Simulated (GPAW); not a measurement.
A calculation with GPAW 26.7.0 of B (ASE script, structure typed inline):

File run.py:

```python
from ase import Atoms
from ase.dft.bandgap import bandgap
from ase.io import write
from ase.units import Bohr, GPa
from gpaw import GPAW, PW
from gpaw.elf import elf_from_dft_calculation

atoms = Atoms(['B', 'B'],
              cell=[[1.62456, 0.0, 0.0],
                    [0.0, 2.86615, 0.0],
                    [0.0, 0.0, 3.9144]],
              scaled_positions=[[0.0, 0.5, 0.60926],
                                [0.5, 0.0, 0.39074]],
              pbc=True)

calc = GPAW(mode=PW(800),
            xc='PBE',
            kpts={'size': (16, 9, 7), 'gamma': True},
            occupations={'name': 'fermi-dirac', 'width': 0.05},
            nbands=10,
            convergence={'density': 1e-05, 'energy': 1e-05},
            maxiter=150,
            txt='gpaw.txt')
atoms.calc = calc
energy = atoms.get_potential_energy()
forces = atoms.get_forces()
stress = atoms.get_stress()
calc.write('gs.gpw')
write('result.traj', atoms)
print(f'Energy: {energy:.6f} eV')
print('Forces (eV/A):')
print(forces.round(4))
print('Stress (GPa):', (stress / GPa).round(3))
print('Fermi level:', round(calc.get_fermi_level(), 4), 'eV')
print(f'Gap: {bandgap(calc)[0]:.4f} eV, direct: {bandgap(calc, direct=True)[0]:.4f} eV')

# fields on the real-space grid
write('density.cube', atoms, data=calc.get_pseudo_density() * Bohr**3)
write('potential.cube', atoms, data=calc.get_electrostatic_potential())
write('elf.cube', atoms, data=elf_from_dft_calculation(calc).data)
```

Potentials or basis: GPAW PAW data sets (gpaw-data 1.2.1), pw.

Launch:

```console
$ OMP_NUM_THREADS=1 python run.py
```

The cell was built by a generator and needn't be a form met in nature.

**Question.** Write the same calculation in another form: cli, structure from a P1 CIF.

**Answer.** As run:

The input B.cif:

```cif
data_B
_cell_length_a 1.62456000
_cell_length_b 2.86615000
_cell_length_c 3.91440000
_cell_angle_alpha 90.00000000
_cell_angle_beta 90.00000000
_cell_angle_gamma 90.00000000
_space_group_name_H-M_alt 'P1'
_space_group_name_Hall 'P 1'
_space_group_IT_number 1
loop_
_space_group_symop_operation_xyz
'x,y,z'
loop_
_atom_site_label
_atom_site_type_symbol
_atom_site_symmetry_multiplicity
_atom_site_Wyckoff_symbol
_atom_site_fract_x
_atom_site_fract_y
_atom_site_fract_z
_atom_site_occupancy
B1 B 1 a 0.0000000000 0.5000000000 0.6092600000 1
B2 B 1 a 0.5000000000 0.0000000000 0.3907400000 1
```

Potentials or basis: GPAW PAW data sets (gpaw-data 1.2.1), pw.

Command:

```bash
$ OMP_NUM_THREADS=1 gpaw run B.cif -p 'mode=PW(800),xc=PBE,kpts={size:(16,9,7),gamma:True},occupations={name:fermi-dirac,width:0.05},nbands=10,convergence={density:1e-05,energy:1e-05},maxiter=150,txt=gpaw.txt' --properties efs -w gs.gpw
```

Both were run:

|  | ASE script, structure typed inline | cli, structure from a P1 CIF |
| --- | --- | --- |
| Pressure | -0.1 GPa | -0.1 GPa |
| Largest force | 0.006 eV/Å | 0.006 eV/Å |
| Band gap on the k mesh | none (metal or under the smearing width) | none (metal or under the smearing width) |

Keys that steer only the numerical path or the files written may differ.

Caveat: this functional lacks dispersion, which binds the layers, so the pressure and a relaxed spacing across them are unreliable.
